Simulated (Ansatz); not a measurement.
# Boron, diamond under RPBE: structure, energy and stiffness

Aim: take boron in the diamond structure, relax it, solve it on a dense k-mesh, then scale the cell to 7 volumes from 88 to 112 % of the relaxed one and try a fit of the equation of state. Spin polarisation is left out. The k-meshes are 13×13×13 for the relaxation; 22×22×22 for the dense run; 15×15×15 for the volumes.

Computed with Ansatz 0.2.0 (DFT RPBE, plane waves (420 eV) with PAW, scalar-relativistic; PAW files made under PBE, frozen cores solved again for the functional, unless a step says otherwise).

## 1. The structure to begin with

The structure is cubic, space group Fd-3m (No. 227). Conventional cell: a = 4.137 Å, b = 4.137 Å, c = 4.137 Å, α = 90.00°, β = 90.00°, γ = 90.00°. Around B (site symmetry -43m) lie 4 B at 1.79 Å.

Coordinates:

```cif
data_structure
_symmetry_space_group_name_H-M 'P 1'
_symmetry_Int_Tables_number 1
_cell_length_a 2.9250
_cell_length_b 2.9250
_cell_length_c 2.9250
_cell_angle_alpha 60.000
_cell_angle_beta 60.000
_cell_angle_gamma 60.000
_cell_volume 17.70
loop_
_atom_site_label
_atom_site_type_symbol
_atom_site_fract_x
_atom_site_fract_y
_atom_site_fract_z
_atom_site_occupancy
B1 B 0.12500 0.12500 0.12500 1
B2 B 0.87500 0.87500 0.87500 1
```

## 2. Geometry optimisation

Input file input.yaml:

```yaml
crystal:
  lattice:
    - [0.0, 2.0683080914, 2.0683080914]
    - [2.0683080914, 0.0, 2.0683080914]
    - [2.0683080914, 2.0683080914, 0.0]
  atoms:
    - { symbol: B, position: [0.125, 0.125, 0.125] }
    - { symbol: B, position: [0.875, 0.875, 0.875] }
hamiltonian:
  xc: rpbe
  pseudopotentials:
    kind: paw
    azcp:
      B: "pseudopotentials/B.paw.azcp"
basis:
  ecutwfc: 420
  fft_grid_basis: typed
kpoints:
  mp_grid: { grid: [13, 13, 13], shift: [0, 0, 0] }
magnetization:
  spin_polarized: false
scf:
  occupations: { method: fermi_dirac, width: 0.1 }
relax:
  max_steps: 60
  f_tol: 0.01
  cell: {}
output:
  write_density: true
  write_potential: true
  elf: true
  volumetric_format: npy
```

After this run come: Dense single point; Volume × 0.88; Volume × 0.92; Volume × 0.96; Volume × 1.0; Volume × 1.04; Volume × 1.08; Volume × 1.12.

Q: Predict the outcome of this session. Wanted: space group; conventional cell; volume; shortest distance; gap on the mesh; relative to alpha-rhombohedral; V₀, B₀, B₀′.

The runs gave:

| quantity | value |
| --- | --- |
| space group (spins left aside) | Fd-3m (No. 227) |
| conventional cell | a = 4.077 Å |
| volume | 8.472 Å³/atom |
| shortest distance | 1.765 Å |
| gap on the mesh | none (levels filled in part) |
| relative to alpha-rhombohedral (B12) | +926 meV/atom |
| V₀, B₀, B₀′ | 8.462 Å³/atom, 170 GPa, 3.6 |

In words: From the guessed start the volume shrank by 4.2 % in 7 steps. Against the reference form of boron (alpha-rhombohedral (B12), computed apart with the same settings) it stands 926 meV/atom higher. Levels at the Fermi energy are filled in part, as in a metal. B₀ comes out at 170 GPa. Relaxation kept the symmetry; phonons were not checked.
